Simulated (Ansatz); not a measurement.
# In: the cost of one run

Method: DFT PBE, scalar-relativistic, plane waves, PAW, in Ansatz 0.2.0.

**1. Starting point**

Symmetry: R-3m, No. 166, trigonal system. The conventional cell has a = 3.339 Å, b = 3.339 Å, c = 24.622 Å, α = 90.00°, β = 90.00°, γ = 120.00°. Around In (site symmetry -3m) lie 12 In at 3.34 to 3.35 Å. Around In (site symmetry 3m) lie 12 In at 3.34 to 3.35 Å.

Structure file:

```xyz
3
Lattice="1.6696 0.9640 8.2075 -1.6696 0.9640 8.2075 0.0000 -1.9279 8.2075" Properties=species:S:1:pos:R:3 pbc="T T T"
In    0.0000    0.0000    0.0000
In    0.0000    0.0000   19.1565
In    0.0000    0.0000    5.4659
```

This is candidate A: structure listed in a database for this formula (R-3m, No. 166).

(A quick probe on a coarse mesh, which set the mesh and smearing, is not shown.)

**3. Relaxing cell and atoms (candidate A)**

input.yaml reads:

```yaml
crystal:
  lattice:
    - [1.6696368166, 0.9639652655, 8.20746325]
    - [-1.6696368166, 0.9639652655, 8.20746325]
    - [0.0, -1.927930531, 8.20746325]
  atoms:
    - { symbol: In, position: [0.0, 0.0, 0.0] }
    - { symbol: In, position: [0.77801224, 0.77801224, 0.77801224] }
    - { symbol: In, position: [0.22198776, 0.22198776, 0.22198776] }
basis:
  ecutwfc: 420
kpoints:
  mp_grid: { grid: [15, 15, 15] }
hamiltonian:
  xc: pbe
scf:
  occupations: { method: gaussian, width: 0.1 }
output:
  forces: true
  stress: true
  eigenvalues: true
relax:
  adjacent_minimum: "off"
  f_tol: 0.01
  max_steps: 80
  cell: { stress_tol: 0.05 }
```

Q: Estimate wall time and peak memory on 1 thread of an x86-64 CPU, shared host.

About 96 s, with a peak of 0.82 GiB.
